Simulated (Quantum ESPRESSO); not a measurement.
# Pb (Fm-3m) in Quantum ESPRESSO: notebook, part 3 of 3

Quantum ESPRESSO 7.5.

### 4 Phonon dispersion, PBE

Contents of pw.in:

```
&CONTROL
  calculation = 'scf'
  prefix = 'pwscf'
  outdir = './tmp'
  pseudo_dir = './pseudo'
  tprnfor = .true.
  tstress = .true.
  disk_io = 'low'
/
&SYSTEM
  ibrav = 0
  nat = 1
  ntyp = 1
  ecutwfc = 56
  nbnd = 13
  occupations = 'smearing'
  smearing = 'mv'
  degauss = 0.01469973
/
&ELECTRONS
  conv_thr = 2d-10
  electron_maxstep = 120
  mixing_beta = 0.5
/
ATOMIC_SPECIES
Pb   207.2000 Pb.upf
CELL_PARAMETERS angstrom
   0.0000000000    2.4750200000    2.4750200000
   2.4750200000    0.0000000000    2.4750200000
   2.4750200000    2.4750200000    0.0000000000
ATOMIC_POSITIONS crystal
Pb     0.0000000000    0.0000000000    0.0000000000
K_POINTS automatic
10 10 10 0 0 0
```

Contents of relax.in:

```
&CONTROL
  calculation = 'vc-relax'
  prefix = 'pwscf'
  outdir = './tmp'
  pseudo_dir = './pseudo'
  tprnfor = .true.
  tstress = .true.
  disk_io = 'low'
  nstep = 40
  forc_conv_thr = 0.0001
  etot_conv_thr = 1d-06
/
&SYSTEM
  ibrav = 0
  nat = 1
  ntyp = 1
  ecutwfc = 56
  nbnd = 13
  occupations = 'smearing'
  smearing = 'mv'
  degauss = 0.01469973
/
&ELECTRONS
  conv_thr = 2d-10
  electron_maxstep = 120
  mixing_beta = 0.5
/
&IONS
  ion_dynamics = 'bfgs'
/
&CELL
  cell_dynamics = 'bfgs'
  press = 0
  press_conv_thr = 0.2
/
ATOMIC_SPECIES
Pb   207.2000 Pb.upf
CELL_PARAMETERS angstrom
   0.0000000000    2.4750200000    2.4750200000
   2.4750200000    0.0000000000    2.4750200000
   2.4750200000    2.4750200000    0.0000000000
ATOMIC_POSITIONS crystal
Pb     0.0000000000    0.0000000000    0.0000000000
K_POINTS automatic
10 10 10 0 0 0
```

Contents of scf2.in:

```
&CONTROL
  calculation = 'scf'
  prefix = 'pwscf'
  outdir = './tmp'
  pseudo_dir = './pseudo'
  tprnfor = .true.
  tstress = .true.
  disk_io = 'low'
/
&SYSTEM
  ibrav = 0
  nat = 1
  ntyp = 1
  ecutwfc = 56
  nbnd = 13
  occupations = 'smearing'
  smearing = 'mv'
  degauss = 0.01469973
/
&ELECTRONS
  conv_thr = 1d-13
  electron_maxstep = 120
  mixing_beta = 0.5
  startingpot = 'file'
  startingwfc = 'file'
/
ATOMIC_SPECIES
Pb   207.2000 Pb.upf
CELL_PARAMETERS angstrom
   0.0000000000    2.5139473525    2.5139473525
   2.5139473525    0.0000000000    2.5139473525
   2.5139473525    2.5139473525    0.0000000000
ATOMIC_POSITIONS crystal
Pb     0.0000000000    0.0000000000    0.0000000000
K_POINTS automatic
10 10 10 0 0 0
```

Contents of ph.in:

```
phonon_bands of Pb
&INPUTPH
  prefix = 'pwscf'
  outdir = './tmp'
  tr2_ph = 1d-18
  fildyn = 'dyn'
  niter_ph = 90
  alpha_mix(1) = 0.4
  ldisp = .true.
  nq1 = 2
  nq2 = 2
  nq3 = 2
/
```

Contents of q2r.in:

```
&INPUT
  fildyn = 'dyn'
  zasr = 'crystal'
  flfrc = 'fc'
/
```

Contents of matdyn.in:

```
&INPUT
  asr = 'crystal'
  flfrc = 'fc'
  flfrq = 'freq'
  q_in_cryst_coord = .true.
  flvec = ' '
/
80
 0.0000000000  0.0000000000  0.0000000000
 0.0454545455  0.0000000000  0.0454545455
 0.0909090909  0.0000000000  0.0909090909
 0.1363636364  0.0000000000  0.1363636364
 0.1818181818  0.0000000000  0.1818181818
 0.2272727273  0.0000000000  0.2272727273
 0.2727272727  0.0000000000  0.2727272727
 0.3181818182  0.0000000000  0.3181818182
 0.3636363636  0.0000000000  0.3636363636
 0.4090909091  0.0000000000  0.4090909091
 0.4545454545  0.0000000000  0.4545454545
 0.5000000000  0.0000000000  0.5000000000
 0.5000000000  0.0500000000  0.5500000000
 0.5000000000  0.1000000000  0.6000000000
 0.5000000000  0.1500000000  0.6500000000
 0.5000000000  0.2000000000  0.7000000000
 0.5000000000  0.2500000000  0.7500000000
 0.4687500000  0.2812500000  0.7500000000
 0.4375000000  0.3125000000  0.7500000000
 0.4062500000  0.3437500000  0.7500000000
 0.3750000000  0.3750000000  0.7500000000
 0.3461538462  0.3461538462  0.6923076923
 0.3173076923  0.3173076923  0.6346153846
 0.2884615385  0.2884615385  0.5769230769
 0.2596153846  0.2596153846  0.5192307692
 0.2307692308  0.2307692308  0.4615384615
 0.2019230769  0.2019230769  0.4038461538
 0.1730769231  0.1730769231  0.3461538462
 0.1442307692  0.1442307692  0.2884615385
 0.1153846154  0.1153846154  0.2307692308
 0.0865384615  0.0865384615  0.1730769231
 0.0576923077  0.0576923077  0.1153846154
 0.0288461538  0.0288461538  0.0576923077
 0.0000000000  0.0000000000  0.0000000000
 0.0454545455  0.0454545455  0.0454545455
 0.0909090909  0.0909090909  0.0909090909
 0.1363636364  0.1363636364  0.1363636364
 0.1818181818  0.1818181818  0.1818181818
 0.2272727273  0.2272727273  0.2272727273
 0.2727272727  0.2727272727  0.2727272727
 0.3181818182  0.3181818182  0.3181818182
 0.3636363636  0.3636363636  0.3636363636
 0.4090909091  0.4090909091  0.4090909091
 0.4545454545  0.4545454545  0.4545454545
 0.5000000000  0.5000000000  0.5000000000
 0.5178571429  0.4642857143  0.5178571429
 0.5357142857  0.4285714286  0.5357142857
 0.5535714286  0.3928571429  0.5535714286
 0.5714285714  0.3571428571  0.5714285714
 0.5892857143  0.3214285714  0.5892857143
 0.6071428571  0.2857142857  0.6071428571
 0.6250000000  0.2500000000  0.6250000000
 0.5937500000  0.2500000000  0.6562500000
 0.5625000000  0.2500000000  0.6875000000
 0.5312500000  0.2500000000  0.7187500000
 0.5000000000  0.2500000000  0.7500000000
 0.5000000000  0.2750000000  0.7250000000
 0.5000000000  0.3000000000  0.7000000000
 0.5000000000  0.3250000000  0.6750000000
 0.5000000000  0.3500000000  0.6500000000
 0.5000000000  0.3750000000  0.6250000000
 0.5000000000  0.4000000000  0.6000000000
 0.5000000000  0.4250000000  0.5750000000
 0.5000000000  0.4500000000  0.5500000000
 0.5000000000  0.4750000000  0.5250000000
 0.5000000000  0.5000000000  0.5000000000
 0.4861111111  0.4861111111  0.5277777778
 0.4722222222  0.4722222222  0.5555555556
 0.4583333333  0.4583333333  0.5833333333
 0.4444444444  0.4444444444  0.6111111111
 0.4305555556  0.4305555556  0.6388888889
 0.4166666667  0.4166666667  0.6666666667
 0.4027777778  0.4027777778  0.6944444444
 0.3888888889  0.3888888889  0.7222222222
 0.3750000000  0.3750000000  0.7500000000
 0.6250000000  0.2500000000  0.6250000000
 0.5937500000  0.1875000000  0.5937500000
 0.5625000000  0.1250000000  0.5625000000
 0.5312500000  0.0625000000  0.5312500000
 0.5000000000  0.0000000000  0.5000000000
```

Contents of matdyn_dos.in:

```
&INPUT
  asr = 'crystal'
  flfrc = 'fc'
  dos = .true.
  fldos = 'phdos'
  nk1 = 15
  nk2 = 15
  nk3 = 15
  deltaE = 0.5
  flvec = ' '
  flfrq = ' '
/
```

Contents of matdyn_mesh.in:

```
&INPUT
  asr = 'crystal'
  flfrc = 'fc'
  flfrq = 'mesh'
  q_in_cryst_coord = .true.
  flvec = ' '
/
1000
 0.05000000  0.05000000  0.05000000
 0.05000000  0.05000000  0.15000000
 0.05000000  0.05000000  0.25000000
[... 997 further points of the even 10 x 10 x 10 mesh, shifted by half a step ...]
```

Potentials or basis: PseudoDojo 0.4.1 SR PBE standard.

The run is started by

```
$ OMP_NUM_THREADS=1 mpirun -n 4 pw.x -nk 4 -in pw.in > pw.out
$ OMP_NUM_THREADS=1 mpirun -n 4 pw.x -nk 4 -in relax.in > relax.out
$ OMP_NUM_THREADS=1 mpirun -n 4 pw.x -nk 4 -in scf2.in > scf2.out
$ OMP_NUM_THREADS=1 mpirun -n 4 ph.x -nk 4 -in ph.in > ph.out
$ OMP_NUM_THREADS=1 mpirun -n 1 q2r.x -in q2r.in > q2r.out
$ OMP_NUM_THREADS=1 mpirun -n 1 matdyn.x -in matdyn.in > matdyn.out
$ OMP_NUM_THREADS=1 mpirun -n 1 matdyn.x -in matdyn_dos.in > matdyn_dos.out
$ OMP_NUM_THREADS=1 mpirun -n 1 matdyn.x -in matdyn_mesh.in > matdyn_mesh.out
```

pw.out:

```text
This program is part of the open-source Quantum ESPRESSO suite
     for quantum simulation of materials; please cite
[... 6 lines left out ...]
     using ibrav=0 with symmetry is DISCOURAGED, use correct ibrav instead

     K-points division:     npool     =       4
     Subspace diagonalization in iterative solution of the eigenvalue problem:
     a serial algorithm will be used

     G-vector sticks info
     --------------------
     sticks:   dense  smooth     PW     G-vecs:    dense   smooth      PW
     Sum         673     673    211                11575    11575    1989

     Using Slab Decomposition

     bravais-lattice index     =            0
     lattice parameter (alat)  =       6.6144  a.u.
     unit-cell volume          =     204.6269 (a.u.)^3
     number of atoms/cell      =            1
     number of atomic types    =            1
     number of electrons       =        14.00
     number of Kohn-Sham states=           13
     kinetic-energy cutoff     =      56.0000  Ry
     charge density cutoff     =     224.0000  Ry
     scf convergence threshold =      2.0E-10
     mixing beta               =       0.5000
     number of iterations used =            8  plain     mixing
     Exchange-correlation= PBE
                           (   1   4   3   4   0   0   0)

     celldm(1)=   6.614432  celldm(2)=   0.000000  celldm(3)=   0.000000
     celldm(4)=   0.000000  celldm(5)=   0.000000  celldm(6)=   0.000000

     crystal axes: (cart. coord. in units of alat)
               a(1) = (   0.000000   0.707107   0.707107 )
               a(2) = (   0.707107   0.000000   0.707107 )
[... 87 lines left out ...]

     iteration #  1     ecut=    56.00 Ry     beta= 0.50
     Davidson diagonalization with overlap
     ethr =  1.00E-02,  avg # of iterations =  4.9

     Threshold (ethr) on eigenvalues was too large:
     Diagonalizing with lowered threshold

     Davidson diagonalization with overlap
     ethr =  1.77E-05,  avg # of iterations =  7.6

     total energy              =    -140.76444519 Ry
     estimated scf accuracy    <       0.00249854 Ry
[... 36 lines left out ...]
     iteration #  7     ecut=    56.00 Ry     beta= 0.50
     Davidson diagonalization with overlap
     ethr =  1.22E-11,  avg # of iterations =  1.2

     End of self-consistent calculation

          k = 0.0000 0.0000 0.0000 (  1459 PWs)   bands (ev):

    -5.6838  -5.6838  -5.6838  -5.5445  -5.5445  -0.3458  18.8381  18.8381
    18.8381  21.4974  22.7297  23.8975  23.8975

          k = 0.0707 0.0707-0.0707 (  1441 PWs)   bands (ev):
[... 146 lines left out ...]
    -5.8464  -5.7578  -5.4215  -5.3763  -5.3763   4.6856   8.1426  13.4841
    13.4841  16.7889  18.0585  30.6397  32.3687

          k = 0.2828 0.1414 0.0000 (  1437 PWs)   bands (ev):

    -5.7151  -5.6275  -5.5854  -5.5810  -5.4856   0.9315  13.3859  15.0157
    17.4883  20.9747  21.0727  24.5862  25.9125

          k = 0.3536 0.2121-0.0707 (  1444 PWs)   bands (ev):
[... 71 lines left out ...]
    -5.6949  -5.6825  -5.5502  -5.4875  -5.3763   4.7823   9.3857  10.7992
    11.7975  21.2580  22.1701  25.4112  25.5591

     the Fermi energy is    11.4325 ev

!    total energy              =    -140.76479614 Ry
     estimated scf accuracy    <          1.6E-10 Ry
     smearing contrib. (-TS)   =       0.00022245 Ry
     internal energy E=F+TS    =    -140.76501859 Ry

     The total energy is F=E-TS. E is the sum of the following terms:
     one-electron contribution =     -29.89325437 Ry
     hartree contribution      =      25.18487063 Ry
     xc contribution           =     -39.98951473 Ry
     ewald contribution        =     -96.06712013 Ry

     convergence has been achieved in   7 iterations

     Forces acting on atoms (cartesian axes, Ry/au):

     atom    1 type  1   force =     0.00000000    0.00000000    0.00000000

     Total force =     0.000000     Total SCF correction =     0.000000

     Computing stress (Cartesian axis) and pressure

          total   stress  (Ry/bohr**3)                   (kbar)     P=       21.05
   0.00014312   0.00000000  -0.00000000           21.05        0.00       -0.00
  -0.00000000   0.00014312  -0.00000000           -0.00       21.05       -0.00
  -0.00000000  -0.00000000   0.00014312           -0.00       -0.00       21.05

=------------------------------------------------------------------------------=
   JOB DONE.
=------------------------------------------------------------------------------=
```

relax.out:

```text
This program is part of the open-source Quantum ESPRESSO suite
     for quantum simulation of materials; please cite
[... 6 lines left out ...]
     using ibrav=0 with symmetry is DISCOURAGED, use correct ibrav instead

     K-points division:     npool     =       4
[... 2584 lines left out ...]
   0.00000001  -0.00000000  -0.00000000            0.00       -0.00       -0.00
  -0.00000000   0.00000001  -0.00000000           -0.00        0.00       -0.00
  -0.00000000  -0.00000000   0.00000001           -0.00       -0.00        0.00

=------------------------------------------------------------------------------=
   JOB DONE.
=------------------------------------------------------------------------------=
```

scf2.out:

```text
This program is part of the open-source Quantum ESPRESSO suite
     for quantum simulation of materials; please cite
[... 6 lines left out ...]
     using ibrav=0 with symmetry is DISCOURAGED, use correct ibrav instead

     K-points division:     npool     =       4
[... 396 lines left out ...]
   0.00000005  -0.00000000  -0.00000000            0.01       -0.00       -0.00
  -0.00000000   0.00000005  -0.00000000           -0.00        0.01       -0.00
  -0.00000000  -0.00000000   0.00000005           -0.00       -0.00        0.01

=------------------------------------------------------------------------------=
   JOB DONE.
=------------------------------------------------------------------------------=
```

Wall time 100 s (4 MPI ranks of Intel Xeon 6975P-C (Granite Rapids), shared host); peak memory 0.36 GiB.

What came out:

| Quantity | Value |
| --- | --- |
| Free energy | -1915.2117 eV |
| Relaxed volume | 31.78 Å³/atom |
| Relaxed cell | a = 3.555 Å, b = 3.555 Å, c = 3.555 Å, α = 60.00°, β = 60.00°, γ = 60.00° |
| Space group after relaxing (to 0.05 Å) | Fm-3m (No. 225) |
| Pressure after relaxing | 0.0 GPa |
| Band gap on the k mesh | none (metal or under the smearing width) |
| Highest phonon frequency | 66 cm⁻¹ |
| Zero-point energy | 0.008 eV/atom |

Step by step:
```tsv
step	energy change (eV)	largest force (eV/Å)	pressure (GPa)	volume (Å³)
1	0.0000	0.0000	2.11	30.32
2	-0.0037	0.0000	1.57	30.65
3	-0.0067	0.0000	1.03	31.01
4	-0.0089	0.0000	0.27	31.56
5	-0.0091	0.0000	0.01	31.76
6	-0.0091	0.0000	0.00	31.78
```

Final structure:
```cif
data_structure
_symmetry_space_group_name_H-M 'P 1'
_symmetry_Int_Tables_number 1
_cell_length_a 3.5553
_cell_length_b 3.5553
_cell_length_c 3.5553
_cell_angle_alpha 60.000
_cell_angle_beta 60.000
_cell_angle_gamma 60.000
_cell_volume 31.78
loop_
_atom_site_label
_atom_site_type_symbol
_atom_site_fract_x
_atom_site_fract_y
_atom_site_fract_z
_atom_site_occupancy
Pb1 Pb 0.00000 0.00000 0.00000 1
```

Levels at points of the mesh, in eV from the Fermi level:
```csv
k point,band 3,band 4,band 5,band 6,band 7,band 8,band 9,band 10,band 11,band 12
"(0.00, 0.00, 0.00)",-17.06,-16.94,-16.94,-11.45,7.06,7.06,7.06,10.03,10.72,12.15
"(0.00, 0.00, -0.50)",-17.05,-16.82,-16.82,-8.10,-3.98,5.34,5.34,9.05,9.43,10.93
"(0.00, -0.50, -0.50)",-16.83,-16.79,-16.79,-6.80,-3.09,2.02,2.02,5.24,6.50,18.90
```

Phonon frequencies in cm⁻¹ (negative: imaginary):
```csv
q point,frequencies
"(0.000, 0.000, 0.000)",0 0 0
"(0.318, 0.000, 0.318)",34 34 51
"(0.500, 0.150, 0.650)",40 45 56
"(0.346, 0.346, 0.692)",34 52 53
"(0.144, 0.144, 0.288)",17 28 42
"(0.091, 0.091, 0.091)",9 9 19
"(0.409, 0.409, 0.409)",29 29 64
"(0.589, 0.321, 0.589)",34 46 58
"(0.500, 0.275, 0.725)",40 51 52
"(0.500, 0.450, 0.550)",31 33 65
"(0.431, 0.431, 0.639)",33 42 61
"(0.562, 0.125, 0.562)",38 42 58
```

Phonon frequencies at the corners of the path (cm⁻¹, interpolated; i marks imaginary ones):
| point | frequencies |
| --- | --- |
| Γ | 0 0 0 |
| X | 38 38 58 |
| W | 40 51 51 |
| K | 36 49 55 |
| L | 30 30 66 |
| U | 36 49 55 |

Phonon states per cell in windows of 5 cm⁻¹ (negative: imaginary):
```
from (cm⁻¹)  total
          0   0.00
          5   0.01
         10   0.03
         15   0.06
         20   0.13
         25   0.27
         30   0.55
         35   0.54
         40   0.29
         45   0.27
         50   0.19
         55   0.52
         60   0.14
         65   0.01
```

Harmonic thermodynamics per atom at this volume (zero-point energy 7.6 meV, Debye temperature from the second moment 80 K):
```tsv
T (K)	free energy (meV)	entropy (k_B)	heat capacity Cv (k_B)
50	2.3	2.84	2.65
100	-14.5	4.78	2.91
200	-65.5	6.83	2.98
298.15	-128.6	8.02	2.99
500	-282.7	9.57	3.00
800	-549.6	10.97	3.00
```

Caveat: the q mesh is small, so phonon branches between its points and thermal values are rough. The run has no spin-orbit coupling, so splittings on Pb are missing.

### 5 Overview

| task | level | potentials or basis | k mesh | smearing | q mesh | form of the LDA correlation | gap on the mesh (eV) | pressure (GPa) |
| --- | --- | --- | --- | --- | --- | --- | --- | --- |
| phonons and electron-phonon coupling | PBEsol | PseudoDojo 0.4.1 SR PBEsol standard | 8 × 8 × 8 | methfessel-paxton 0.272 eV | 4 × 4 × 4 | - | none | 0.0 |
| phonon dispersion | LDA | PseudoDojo 0.4.1 SR LDA standard | 10 × 10 × 10 | cold 0.2 eV | 2 × 2 × 2 | PW92 | none | 0.0 |
| phonon dispersion | PBE | PseudoDojo 0.4.1 SR PBE standard | 10 × 10 × 10 | cold 0.2 eV | 2 × 2 × 2 | - | none | 0.0 |

Alike in all rows: no spin polarisation; cell relaxed; cutoff (eV) 762.

Caveats: the mesh is thin for the phonons of a metal (some runs); λ from interpolated matrix elements is rough: modes that symmetry makes equal can differ by tens of percent (some runs).

Absolute energies hang on the potentials; compare differences alone.
